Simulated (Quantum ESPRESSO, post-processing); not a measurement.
# 1T-SiS2, 1 layer: parallel layout and speed, part 3 of 3

Which layout of ranks, pools and threads suits 1T-SiS2, 1 layer? The physics should not care; the clock does.

Quantum ESPRESSO 7.5; plane-wave DFT, PBE, GBRV ultrasoft pseudopotentials.

So far. Step 7 (SCF with pw.x: 1 rank, 1 pool, 4 threads a rank): Counted from each run's own zero (the valence top), the vacuum level differs from the first run's by +0 meV. Step 8 (SCF with pw.x: 2 ranks, 2 pools, 1 thread a rank): Counted from each run's own zero (the valence top), the vacuum level differs from the first run's by +2 meV.

## Step 9: Self-consistent run: 1 rank, 1 pool, 1 thread a rank

Input file c7.in:

```
&control
  prefix = 'c7'
  outdir = './out'
  pseudo_dir = './pseudo'
  calculation = 'scf'
  tprnfor = .true.
/
&system
  ibrav = 0
  nat = 3
  ntyp = 2
  ecutwfc = 40
  ecutrho = 200
  occupations = 'smearing'
  smearing = 'fd'
  degauss = 0.004
  assume_isolated = 'esm'
  esm_bc = 'bc1'
/
&electrons
  conv_thr = 1e-07
  mixing_beta = 0.4
  electron_maxstep = 120
  mixing_mode = 'local-TF'
/
ATOMIC_SPECIES
  S   32.0600  s_pbe_v1.4.uspp.F.UPF
  Si  28.0850  si_pbe_v1.uspp.F.UPF
CELL_PARAMETERS angstrom
  3.30000000000000 0.00000000000000 0.00000000000000
  -1.65000000000000 2.85788383248865 0.00000000000000
  0.00000000000000 0.00000000000000 18.78885438199983
ATOMIC_POSITIONS crystal
  S   0.666666666667 0.333333333333 -0.047604136624
  Si  0.000000000000 0.000000000000 0.000000000000
  S   0.333333333333 0.666666666667 0.047604136624
K_POINTS automatic
  12 12 1 0 0 0
```

On the command line:

```bash
OMP_NUM_THREADS=1 pw.x -nk 1 -in c7.in > c7.out
```

The log of the run:

```text
[banner, memory and clock lines left out]
Program PWSCF v.7.5 starts
[...]
Message from routine setup:
[...]
number of electrons       =        16.00
     number of Kohn-Sham states=           12
     kinetic-energy cutoff     =      40.0000  Ry
     charge density cutoff     =     200.0000  Ry
[...]
number of k points=    19  Fermi-Dirac smearing, width (Ry)=  0.0040
[...]
Dense  grid:    56961 G-vectors     FFT dimensions: (  30,  30, 160)
[...]
negative rho (up, down):  3.984E-04 0.000E+00
     Starting wfcs are   12 randomized atomic wfcs
[...]
negative rho (up, down):  6.107E-05 0.000E+00
[...]
estimated scf accuracy    <       0.11601416 Ry
[...]
negative rho (up, down):  7.794E-08 0.000E+00
[...]
estimated scf accuracy    <       0.06952630 Ry
[...]
estimated scf accuracy    <       0.00814923 Ry
[...]
estimated scf accuracy    <       0.00226216 Ry
[...]
estimated scf accuracy    <       0.00175144 Ry
[...]
estimated scf accuracy    <       0.00204063 Ry
[...]
estimated scf accuracy    <       0.00130693 Ry
[...]
negative rho (up, down):  1.300E-03 0.000E+00
[...]
estimated scf accuracy    <       0.00226095 Ry
[...]
negative rho (up, down):  1.170E-03 0.000E+00
[...]
estimated scf accuracy    <       0.00095879 Ry
[...]
negative rho (up, down):  6.113E-04 0.000E+00
[...]
estimated scf accuracy    <       0.00109427 Ry
[...]
negative rho (up, down):  7.126E-04 0.000E+00
[...]
estimated scf accuracy    <       0.00010482 Ry
[...]
negative rho (up, down):  5.108E-04 0.000E+00
[...]
estimated scf accuracy    <       0.00002973 Ry
[...]
negative rho (up, down):  4.258E-04 0.000E+00
[...]
estimated scf accuracy    <       0.00000783 Ry
[...]
negative rho (up, down):  4.288E-04 0.000E+00
[...]
estimated scf accuracy    <       0.00000086 Ry
[...]
negative rho (up, down):  4.408E-04 0.000E+00
[...]
estimated scf accuracy    <       0.00000060 Ry
[...]
negative rho (up, down):  4.361E-04 0.000E+00
[...]
estimated scf accuracy    <       0.00000080 Ry
[...]
negative rho (up, down):  4.417E-04 0.000E+00
[...]
the Fermi energy is    -4.7685 ev
!    total energy              =     -57.70139266 Ry
     estimated scf accuracy    <          8.4E-09 Ry
     smearing contrib. (-TS)   =      -0.00000000 Ry
     internal energy E=F+TS    =     -57.70139266 Ry
[...]
one-electron contribution =     208.70292101 Ry
     hartree contribution      =    -103.48402567 Ry
     xc contribution           =     -21.89135096 Ry
     ewald contribution        =    -141.02893704 Ry
     convergence has been achieved in  17 iterations
     negative rho (up, down):  4.417E-04 0.000E+00
[...]
Total force =     0.353241     Total SCF correction =     0.000079
[...]
```

It took 53 s on 1 MPI rank of Arm Neoverse V2, shared host; peak memory 0.26 GiB.

Numbers from this step:

```
Fermi energy                                                   : -4.769 eV
valence top, on the run's zero                                 : -5.626 eV
conduction bottom, on the run's zero                           : -3.966 eV
vacuum line at the lower end of the cell, over the valence top : 5.627 eV
vacuum line at the upper end of the cell, over the valence top : 5.627 eV
```

The program's own clock; routines nest. Time by routine:

| routine | wall time (s) | calls |
| --- | --- | --- |
| PWSCF | 52.29 | 1 |
| electrons | 50.38 | 1 |
| c_bands | 31.76 | 18 |
| cegterg | 29.82 | 342 |
| h_psi | 22.34 | 2853 |
| vloc_psi | 17.54 | 2853 |
| fftw | 17.49 | 34190 |
| sum_band | 9.72 | 18 |
| newd | 5.6 | 18 |
| calbec | 2.91 | 3271 |
| mix_rho | 2.8 | 18 |
| add_vuspsi | 2.39 | 2853 |
| s_psi | 2.31 | 2853 |
| h_psi:calbec | 2.29 | 2853 |

Counted from each run's own zero (the valence top), the vacuum level differs from the first run's by +0 meV.

## Step 10: The series side by side

All levels:

| level | vacuum level over the valence top (eV) | its change from the first (meV) | energy from the first (meV an atom) | SCF iterations | wall time (s) | peak memory (GiB) | CPU time (s) |
| --- | --- | --- | --- | --- | --- | --- | --- |
| 4 ranks, 4 pools, 1 thread a rank | 5.626 | 0 | 0 | 16 | 19.58 | 0.4 | 77.94 |
| 4 ranks, 2 pools, 1 thread a rank | 5.628 | 1.6 | -0.001134 | 19 | 19.61 | 0.42 | 78.07 |
| 4 ranks, 1 pool, 1 thread a rank | 5.627 | 0.678 | -4.54e-5 | 15 | 14.56 | 0.25 | 57.87 |
| 2 ranks, 2 pools, 2 threads a rank | 5.628 | 1.73 | -0.001043 | 17 | 67.84 | 0.26 | 165.4 |
| 2 ranks, 1 pool, 2 threads a rank | 5.628 | 1.416 | -0.001134 | 21 | 27.8 | 0.29 | 78 |
| 1 rank, 1 pool, 4 threads a rank | 5.627 | 0.216 | -9.07e-4 | 17 | 183 | 0.26 | 295.9 |
| 2 ranks, 2 pools, 1 thread a rank | 5.628 | 1.896 | -0.001043 | 17 | 31.58 | 0.33 | 63.02 |
| 1 rank, 1 pool, 1 thread a rank | 5.627 | 0.056 | -9.52e-4 | 17 | 52.75 | 0.26 | 52.74 |

## Step 11: By hand

Efficiency = (t₁ n₁)/(t₂ n₂) an iteration = (52.8/17 × 1) / (14.6/15 × 4) = 0.80.

## Step 12: Outcome

```yaml
fastest: 4 ranks, 1 pool, 1 thread a rank: 15 s, 15 iterations
slowest_that_converged: 1 rank, 1 pool, 4 threads a rank: 3.1 min, 17 iterations
largest_change_of_the_vacuum_level: 2 meV
```

The fastest choice is 4 ranks, 1 pool, 1 thread a rank: 15 s, 15 iterations. From 1 to 4 cores the time an iteration falls from 3.1 to 0.97 s, a parallel efficiency of 80 % by this measure and of 91 % in wall time; iterations differ in number and cost. On all 4 cores the layouts span 0.97 s (4 ranks, 1 pool, 1 thread a rank) to 11 s an iteration (1 rank, 1 pool, 4 threads a rank), and 0.25 to 0.42 GiB. Some layouts with several threads a rank ran hardly faster than one core, or slower; the cause (binding, or neighbours on the host) was not examined. The vacuum level agrees within 2 meV over all layouts, so the choice is one of cost and memory. Iteration counts run from 15 to 21 with the layout alone. The times come from a shared host and are rough. Peak memory is sampled during the run and can miss the peak. The geometry is as built, not relaxed.

[Logs are printed without paths, hosts, clocks, repeated set-up lines and the standing remarks that a program may print on its own settings, such as how far it seeks lower states.]

[Hosts, paths, dates, database ids (printed as entryN), source tags and the programs' standing remarks are cut or masked in the printed files.]

[Maps of the electrostatic potential energy from Ansatz leave out the sawtooth potential of an applied field or a dipole correction, so their vacuum need not be flat; planar profiles and work functions include it.]
